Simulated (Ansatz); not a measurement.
**Ir(111) / 3 layers Zn(0001) / Ir(111): resistance against film thickness**

How does the resistance across the layers grow with the film in Ir(111) / 3 layers Zn(0001) / Ir(111)?

Calculated with Ansatz 0.2.0; Ansatz plane-wave DFT, LDA, PAW files; ballistic transport by layer matching (Landauer), zero bias.

Most raw output is cut from this account.

## (1) Set-up

The cell holds 11 atoms: 8 Ir and 3 Zn. Cell: a = 2.715 Å, b = 2.715 Å, c = 24.882 Å, α = 90.0°, β = 90.0°, γ = 120.0°. It derives from Ir and Zn. Regions: lead, 8 atoms (8 Ir); films, 3 atoms (3 Zn). The structure is stacked along c, and the current runs across the ab planes.

## (2) With 3 layers

The film is laid into the lead at the lead's in-plane lattice, and the cell closes on the lead's own image. The mesh across the current, 30×30, is finer than the density's, because channels open and close sharply across the zone. Energies from -1 to 1 eV in steps of 0.036 eV cover the slope of the Fermi function at 300 K, so the program can form a conductance.

Contents of input.yaml:

```yaml
crystal:
  lattice:
    - [2.7148657757, 0.0, 0.0]
    - [-1.3574328878, 2.3511427296, 0.0]
    - [0.0, 0.0, 24.8823310225]
  atoms:
    - { symbol: Ir, position: [0.0, 0.0, 0.0445432267] }
    - { symbol: Ir, position: [0.3333333333, 0.6666666667, 0.1336296801] }
    - { symbol: Ir, position: [0.6666666667, 0.3333333333, 0.2227161335] }
    - { symbol: Ir, position: [0.0, 0.0, 0.311802587] }
    - { symbol: Zn, position: [0.3333333333, 0.6666666667, 0.4042305424] }
    - { symbol: Zn, position: [0.6666666667, 0.3333333333, 0.5] }
    - { symbol: Zn, position: [0.3333333333, 0.6666666667, 0.5957694576] }
    - { symbol: Ir, position: [0.6666666667, 0.3333333333, 0.688197413] }
    - { symbol: Ir, position: [0.0, 0.0, 0.7772838665] }
    - { symbol: Ir, position: [0.3333333333, 0.6666666667, 0.8663703199] }
    - { symbol: Ir, position: [0.6666666667, 0.3333333333, 0.9554567733] }
kpoints:
  mp_grid: { grid: [16, 16, 1] }
hamiltonian:
  xc: lda
scf:
  occupations: { method: fermi_dirac, width: 0.1 }
output:
  transmission: { leads: [[0, 1]], kmesh: [30, 30], e_range: [-1.0, 1.0], de: 0.036 }
  write_potential: true
  write_density: true
  volumetric_format: npy
  elf: true
```

Command:

```
$ ansatz run input.yaml --threads 4 --pin off --max-ram 8192MiB --backend cpu --events-out ev --progress --plain --runs-dir out
```

The job ended after 1.9 min (4 threads of Arm Neoverse V1, shared host; peak memory 0.79 GiB).

This step gave:

```
free energy                                                                : -103045.7975 eV
energy at zero smearing                                                    : -103045.6510 eV
Fermi energy                                                               : 21.15 eV
cell area                                                                  : 6.383 Å²
step of the lead's potential                                               : 18.6 meV
ballistic conductance of the lead                                          : 1.94e15 S/m²
estimated errors of the lead's conductance                                 : 0, 6.2, 0.1 % (band edges, k-mesh, distance from neutral)
lead conductance per cell                                                  : 1.597 G₀
conductance of the junction                                                : 7.96e14 S/m²
junction conductance per cell                                              : 0.6557 G₀
estimated errors of the junction's conductance                             : 0.1, 0.3, 6.6, 14, 0.1 % (energy step, band edges, k-mesh, leads' steps, distance from neutral)
area resistance that the stack adds (contact term taken off, spin by spin) : 0.7403 fΩ m²
```

Per spin. The transmission, zone mean by energy, zero at the Fermi level:

```tsv
energy (eV)	transmission, zone mean
-1.000	0.516
-0.892	0.468
-0.820	0.468
-0.712	0.462
-0.640	0.500
-0.532	0.520
-0.460	0.545
-0.424	0.537
-0.352	0.503
-0.244	0.553
-0.136	0.616
-0.064	0.649
0.008	0.653
0.044	0.662
0.116	0.668
0.224	0.675
0.332	0.704
0.404	0.735
0.512	0.745
0.620	0.735
0.692	0.722
0.800	0.690
0.872	0.665
0.980	0.652
```

Per spin. The open channels, zone mean, lead by energy, zero at the Fermi level:

energy (eV), open channels, zone mean, lead and a bar from the least value:
```
   -1.000       1.56 #####
   -0.964       1.53 ####
   -0.892       1.48 #
   -0.856       1.48 #
   -0.784       1.46 
   -0.748       1.50 ##
   -0.676       1.52 ###
   -0.640       1.54 #####
   -0.568       1.54 #####
   -0.532       1.57 ######
   -0.460       1.54 ####
   -0.424       1.46 
   -0.352       1.46 
   -0.316       1.46 
   -0.244       1.51 ###
   -0.208       1.56 ######
   -0.136       1.57 ######
   -0.100       1.59 #######
   -0.028       1.59 #######
    0.008       1.58 ######
    0.080       1.62 ########
    0.116       1.66 ##########
    0.188       1.65 ##########
    0.224       1.64 ##########
    0.296       1.67 ###########
    0.332       1.70 #############
    0.404       1.76 ################
    0.440       1.79 #################
    0.512       1.91 ########################
    0.548       1.95 ##########################
    0.620       2.03 ##############################
    0.656       2.03 ##############################
    0.728       1.94 #########################
    0.764       1.98 ###########################
    0.836       1.83 ####################
    0.872       1.82 ###################
    0.944       1.64 ##########
    0.980       1.55 #####
```

Transmission over k1 and k2. At 0.0080 eV from the Fermi level.

Ten even steps from '0' (0.00) to '9' (1.00), each cell a mean:
```
863089999999911778300545423028
312029999999961212200450009001
573149799999878423851787009661
899988863222268998998520000004
999986888888888985999984106016
999990889888888988289999509615
899990888888888888835999956052
699990888888878888885399994000
378981888887655678888728998134
711686888887631246888887792039
964068999888630004788899894048
893029878888863102678888879311
364169874888877544678888828965
500069997278888877788888809999
813036999935888888888888809999
954591799996388988888898809999
961180269999868988888889859999
851000013799979987544457888999
616660066737954696666668796459
300090017200210128999999992011
761051332600375611999999996044
994147888764269873478999987149
```
Columns: k1 (b1) from -0.5 to 0.467; rows upwards: k2 (b2) from -0.5 to 0.467.

Open channels over k1 and k2. At 0.0080 eV from the Fermi level.

Values, 12 rows by 16 columns, each cell a mean:
```
1.80 1.48 1.73 1.23 1.00 1.00 1.57 1.60 1.80 1.48 0.80 0.77 1.00 1.00 0.67 1.12
1.40 1.77 2.40 1.73 1.80 1.80 1.68 1.81 2.23 1.80 1.25 0.85 1.21 0.84 1.04 0.91
1.00 1.16 1.75 1.96 2.00 2.00 2.00 2.00 2.00 1.71 1.32 1.00 1.00 1.05 1.16 1.00
1.00 1.00 2.07 1.80 2.00 2.00 2.00 2.00 2.00 1.92 1.80 1.59 1.00 1.00 0.55 0.81
1.51 1.59 1.79 1.84 2.00 2.00 2.00 2.00 2.00 2.00 2.00 1.79 1.67 1.59 1.41 1.20
1.91 1.61 2.27 2.00 2.00 2.00 2.00 2.00 2.00 2.00 2.00 2.00 1.96 2.04 1.79 2.00
1.80 1.48 1.87 1.79 1.89 2.00 2.00 2.00 2.00 2.00 2.00 2.00 2.00 1.84 1.81 1.60
1.21 0.63 1.33 1.20 1.68 1.79 2.00 2.00 2.00 2.00 2.00 2.00 2.00 1.57 1.84 1.20
1.00 0.84 1.05 1.00 1.00 1.53 1.71 2.00 2.00 2.00 2.00 2.00 2.00 1.68 1.72 1.00
1.00 1.00 0.97 0.92 1.00 1.00 1.57 1.81 2.00 1.84 1.60 1.60 1.89 1.95 1.69 1.19
1.32 0.55 1.13 1.11 1.03 0.60 1.41 1.60 2.12 1.77 1.83 1.80 1.51 1.91 1.97 1.60
1.91 1.19 1.19 1.00 1.00 0.95 1.23 2.00 1.91 1.61 1.29 1.00 1.00 1.24 1.47 2.00
```
Columns: k1 (b1) from -0.5 to 0.467; rows upwards: k2 (b2) from -0.5 to 0.467.

Valence density in the ca plane at fractional y = 0.333, with atoms of Ir and Zn within 0.2 Å of it. It is the smooth field of the valence electrons, not physical close to the nuclei.

Ten steps, logarithmic in the rise over the least value, from '0' (0 e/Å³) to '9' (32 e/Å³), each cell a mean:
```
22110112111355421112110000000013421000000013
11000011112467641111100000000026862000000024
11000001112577641111000000000037972000000025
11100011111466631111100000000025752000000014
22110122211244421122210001100012220000110012
33211233211122111133310011100000100001111001
44311234311111101234320012210000000001221000
33211233211122211133310011100000100000111001
```
Columns run along c (16.0 Å, from fractional 0.04 to 0.68 of the cell), rows up along a (2.7 Å). Atoms in or near the plane, at fractional coordinates: Ir at (0.22, 0.67), Zn at (0.50, 0.67).

Electrostatic potential energy in the ca plane at fractional y = 0.333, with atoms of Ir and Zn within 0.2 Å of it. With pseudopotentials it is smooth inside the atoms' cores, unlike the true potential.

Ten even steps from '0' (-31 eV) to '9' (23 eV), each cell a mean:
```
77899988898511269987899999999975358999999996
99999999998200038999999999999852126999999982
99999999997100028999999999999841025899999971
99999999998200048999999999999952136999999983
77899877899632479987899998899986568999889997
44689754689987899854589986689999899998668999
33688743589998999853479976689999999998667999
55689855689876799864689987789998889998778999
```
Columns run along c (16.0 Å, from fractional 0.04 to 0.68 of the cell; values clipped at the 3rd and 97th percentile), rows up along a (2.7 Å). Atoms in or near the plane, at fractional coordinates: Ir at (0.22, 0.67), Zn at (0.50, 0.67).

ELF in the ca plane at fractional y = 0.333, with atoms of Ir and Zn within 0.2 Å of it. It is the smooth field of the valence electrons, not physical close to the nuclei.

Ten even steps from '0' (0.00) to '9' (0.65), each cell a mean:
```
44433344444589854444443333334332123343333445
44322344444798964444433233444320002344445448
44322344444896973444432234444320002345555548
44332344444799964444433333344320002344444447
44444444444578644444443333334332223343333445
66444456544444444456544332233433333433223344
76545467644445444467544332233444444433222344
66444456544445444456544333333433333433333344
```
Columns run along c (16.0 Å, from fractional 0.04 to 0.68 of the cell), rows up along a (2.7 Å). Atoms in or near the plane, at fractional coordinates: Ir at (0.22, 0.67), Zn at (0.50, 0.67).

The lead's potential steps by 19 meV from period to period, small in itself. The program estimates the junction's conductance to 6.6 % from the k-mesh, 0.1 % from the leads' distance from neutral and 14 % from their steps.

By hand: 1/G − 1/G_lead = 1/0.7960 − 1/1.938 = 0.740 fΩ m² with G in 10¹⁵ S/m².

## (3) With 5 layers, film layers 5

The stack now holds 5 film layers; the k-mesh follows the cell, and the energies span -0.27 to 0.27 eV.

System of this step: Ir(111) / 5 layers Zn(0001) / Ir(111). The cell holds 13 atoms: 8 Ir and 5 Zn. Its edges and angles: a = 2.715 Å, b = 2.715 Å, c = 29.648 Å, α = 90.0°, β = 90.0°, γ = 120.0°. It derives from Ir and Zn. Regions: lead, 8 atoms (8 Ir); films, 5 atoms (5 Zn). The structure is stacked along c, and the current runs across the ab planes.

Contents of input.yaml:

```yaml
crystal:
  lattice:
    - [2.7148657757, 0.0, 0.0]
    - [-1.3574328878, 2.3511427296, 0.0]
    - [0.0, 0.0, 29.648265712]
  atoms:
    - { symbol: Ir, position: [0.0, 0.0, 0.0373829391] }
    - { symbol: Ir, position: [0.3333333333, 0.6666666667, 0.1121488173] }
    - { symbol: Ir, position: [0.6666666667, 0.3333333333, 0.1869146955] }
    - { symbol: Ir, position: [0.0, 0.0, 0.2616805738] }
    - { symbol: Zn, position: [0.3333333333, 0.6666666667, 0.3392508103] }
    - { symbol: Zn, position: [0.6666666667, 0.3333333333, 0.4196254051] }
    - { symbol: Zn, position: [0.3333333333, 0.6666666667, 0.5] }
    - { symbol: Zn, position: [0.6666666667, 0.3333333333, 0.5803745949] }
    - { symbol: Zn, position: [0.3333333333, 0.6666666667, 0.6607491897] }
    - { symbol: Ir, position: [0.6666666667, 0.3333333333, 0.7383194262] }
    - { symbol: Ir, position: [0.0, 0.0, 0.8130853045] }
    - { symbol: Ir, position: [0.3333333333, 0.6666666667, 0.8878511827] }
    - { symbol: Ir, position: [0.6666666667, 0.3333333333, 0.9626170609] }
kpoints:
  mp_grid: { grid: [16, 16, 1] }
hamiltonian:
  xc: lda
scf:
  occupations: { method: fermi_dirac, width: 0.1 }
output:
  transmission:
    leads: [[0, 1]]
    kmesh: [30, 30]
    e_range: [-0.27, 0.27]
    de: 0.036
  write_potential: true
  write_density: true
  volumetric_format: npy
```

It took 73 s on 4 threads; peak memory 1 GiB.

Numbers from this step:

- free energy: -109538.1877 eV
- energy at zero smearing: -109538.0344 eV
- Fermi energy: 19.47 eV
- step of the lead's potential: 18.2 meV
- conductance of the junction: 7.56e14 S/m²
- junction conductance per cell: 0.6224 G₀
- estimated errors of the junction's conductance: 0, 0.6, 7.2, 12.2, 0 % (energy step, band edges, k-mesh, leads' steps, distance from neutral)
- area resistance that the stack adds (contact term taken off, spin by spin): 0.8079 fΩ m²

Per spin. Table of transmission, zone mean by energy, zero at the Fermi level:

```tsv
energy (eV)	transmission, zone mean
-0.270	0.560
-0.234	0.563
-0.198	0.564
-0.162	0.564
-0.126	0.591
-0.090	0.601
-0.054	0.633
-0.018	0.625
0.018	0.617
0.054	0.618
0.090	0.637
0.126	0.626
0.162	0.644
0.198	0.632
0.234	0.632
0.270	0.636
```

The conductance of the junction is 7.6e14 S/m², 5.1 % under the 8.0e14 S/m² of the last finished run, within the error estimates, leads' steps apart, of 6.6 and 7.2 %. The estimate from the leads' steps, 12 %, is larger still.

## (4) With 6 layers, film layers 6

The stack now holds 6 film layers; the k-mesh follows the cell, and the energies span -0.27 to 0.27 eV.

System of this step: Ir(111) / 6 layers Zn(0001) / Ir(111). The cell holds 14 atoms: 8 Ir and 6 Zn. Cell: a = 2.715 Å, b = 2.715 Å, c = 32.070 Å, α = 92.4°, β = 87.6°, γ = 120.0°. It derives from Ir and Zn. Regions: lead, 8 atoms (8 Ir); films, 6 atoms (6 Zn). The structure is stacked along c, and the current runs across the ab planes.

Contents of input.yaml:

```yaml
crystal:
  lattice:
    - [2.7148657757, 0.0, 0.0]
    - [-1.3574328878, 2.3511427296, 0.0]
    - [1.3574328878, -0.7837142432, 32.0312330567]
  atoms:
    - { symbol: Ir, position: [0.9884660563, 0.0115339437, 0.034601831] }
    - { symbol: Ir, position: [0.2987315024, 0.7012684976, 0.1038054929] }
    - { symbol: Ir, position: [0.6089969484, 0.3910030516, 0.1730091548] }
    - { symbol: Ir, position: [0.9192623944, 0.0807376056, 0.2422128167] }
    - { symbol: Zn, position: [0.2286625979, 0.7713374021, 0.3140122064] }
    - { symbol: Zn, position: [0.5371975587, 0.4628024413, 0.3884073239] }
    - { symbol: Zn, position: [0.1790658529, 0.8209341471, 0.4628024413] }
    - { symbol: Zn, position: [0.4876008138, 0.5123991862, 0.5371975587] }
    - { symbol: Zn, position: [0.129469108, 0.870530892, 0.6115926761] }
    - { symbol: Zn, position: [0.4380040688, 0.5619959312, 0.6859877936] }
    - { symbol: Ir, position: [0.7474042722, 0.2525957278, 0.7577871833] }
    - { symbol: Ir, position: [0.0576697183, 0.9423302817, 0.8269908452] }
    - { symbol: Ir, position: [0.3679351643, 0.6320648357, 0.8961945071] }
    - { symbol: Ir, position: [0.6782006103, 0.3217993897, 0.965398169] }
kpoints:
  mp_grid: { grid: [16, 16, 1] }
hamiltonian:
  xc: lda
scf:
  occupations: { method: fermi_dirac, width: 0.1 }
output:
  transmission:
    leads: [[0, 1]]
    kmesh: [30, 30]
    e_range: [-0.27, 0.27]
    de: 0.036
  write_potential: true
  write_density: true
  volumetric_format: npy
```

Run time: 2.8 min. Hardware: 4 threads; peak memory 1.6 GiB.

Numbers from this step:

* free energy: -112784.3639 eV
* energy at zero smearing: -112784.2055 eV
* Fermi energy: 18.81 eV
* step of the lead's potential: 16.6 meV
* lead conductance per cell: 1.596 G₀
* conductance of the junction: 7.02e14 S/m²
* junction conductance per cell: 0.5784 G₀
* estimated errors of the junction's conductance: 0.1, 0.1, 5.5, 12.3, 0.3 % (energy step, band edges, k-mesh, leads' steps, distance from neutral)
* area resistance that the stack adds (contact term taken off, spin by spin): 0.9082 fΩ m²

Per spin. Transmission, zone mean against energy, zero at the Fermi level:

```tsv
energy (eV)	transmission, zone mean
-0.270	0.520
-0.234	0.522
-0.198	0.533
-0.162	0.548
-0.126	0.586
-0.090	0.578
-0.054	0.579
-0.018	0.566
0.018	0.577
0.054	0.593
0.090	0.610
0.126	0.647
0.162	0.636
0.198	0.620
0.234	0.599
0.270	0.614
```

The conductance of the junction is 7.0e14 S/m², 7.1 % under the 7.6e14 S/m² of the last finished run, within the error estimates, leads' steps apart, of 7.2 and 5.5 %. The estimate from the leads' steps, 12 %, is larger still.

## (5) With 8 layers, film layers 8

The stack now holds 8 film layers; the k-mesh follows the cell, and the energies span -0.27 to 0.27 eV.

System of this step: Ir(111) / 8 layers Zn(0001) / Ir(111). The cell holds 16 atoms: 8 Ir and 8 Zn. Cell: a = 2.715 Å, b = 2.715 Å, c = 36.831 Å, α = 92.1°, β = 87.9°, γ = 120.0°. It derives from Ir and Zn. Regions: lead, 8 atoms (8 Ir); films, 8 atoms (8 Zn). The structure is stacked along c, and the current runs across the ab planes.

Contents of input.yaml:

```yaml
crystal:
  lattice:
    - [2.7148657757, 0.0, 0.0]
    - [-1.3574328878, 2.3511427296, 0.0]
    - [1.3574328878, -0.7837142432, 36.7971677463]
  atoms:
    - { symbol: Ir, position: [0.9899599219, 0.0100400781, 0.0301202342] }
    - { symbol: Ir, position: [0.3032130991, 0.6967869009, 0.0903607027] }
    - { symbol: Ir, position: [0.6164662763, 0.3835337237, 0.1506011712] }
    - { symbol: Ir, position: [0.9297194534, 0.0702805466, 0.2108416397] }
    - { symbol: Zn, position: [0.2422194534, 0.7577805466, 0.2733416397] }
    - { symbol: Zn, position: [0.5539662763, 0.4460337237, 0.3381011712] }
    - { symbol: Zn, position: [0.1990464324, 0.8009535676, 0.4028607027] }
    - { symbol: Zn, position: [0.5107932553, 0.4892067447, 0.4676202342] }
    - { symbol: Zn, position: [0.1558734114, 0.8441265886, 0.5323797658] }
    - { symbol: Zn, position: [0.4676202342, 0.5323797658, 0.5971392973] }
    - { symbol: Zn, position: [0.1127003904, 0.8872996096, 0.6618988288] }
    - { symbol: Zn, position: [0.4244472132, 0.5755527868, 0.7266583603] }
    - { symbol: Ir, position: [0.7369472132, 0.2630527868, 0.7891583603] }
    - { symbol: Ir, position: [0.0502003904, 0.9497996096, 0.8493988288] }
    - { symbol: Ir, position: [0.3634535676, 0.6365464324, 0.9096392973] }
    - { symbol: Ir, position: [0.6767067447, 0.3232932553, 0.9698797658] }
kpoints:
  mp_grid: { grid: [16, 16, 1] }
hamiltonian:
  xc: lda
scf:
  occupations: { method: fermi_dirac, width: 0.1 }
output:
  transmission:
    leads: [[0, 1]]
    kmesh: [30, 30]
    e_range: [-0.27, 0.27]
    de: 0.036
  write_potential: true
  write_density: true
  volumetric_format: npy
```

It took 3.3 min on 4 threads; peak memory 2 GiB.

Numbers from this step:

* free energy: -119276.7644 eV
* energy at zero smearing: -119276.5990 eV
* Fermi energy: 17.76 eV
* step of the lead's potential: 15.8 meV
* conductance of the junction: 6.52e14 S/m²
* junction conductance per cell: 0.5369 G₀
* estimated errors of the junction's conductance: 0.1, 0.1, 5.8, 30.4, 0.2 % (energy step, band edges, k-mesh, leads' steps, distance from neutral)
* area resistance that the stack adds (contact term taken off, spin by spin): 1.018 fΩ m²

Per spin. Transmission, zone mean against energy, zero at the Fermi level:

```tsv
energy (eV)	transmission, zone mean
-0.270	0.443
-0.234	0.461
-0.198	0.474
-0.162	0.480
-0.126	0.507
-0.090	0.534
-0.054	0.539
-0.018	0.531
0.018	0.534
0.054	0.541
0.090	0.572
0.126	0.582
0.162	0.609
0.198	0.575
0.234	0.539
0.270	0.541
```

The conductance of the junction is 6.5e14 S/m², 7.2 % under the 7.0e14 S/m² of the last finished run, no more than the error estimates, leads' steps apart, of 5.5 and 5.8 % together. The estimate from the leads' steps, 30 %, is larger still.

[end of part 1 of 2]

[Logs are printed without paths, hosts, clocks, repeated set-up lines and the standing remarks that a program may print on its own settings, such as how far it seeks lower states.]

[Hosts, paths, dates, database ids (printed as entryN), source tags and the programs' standing remarks are cut or masked in the printed files.]
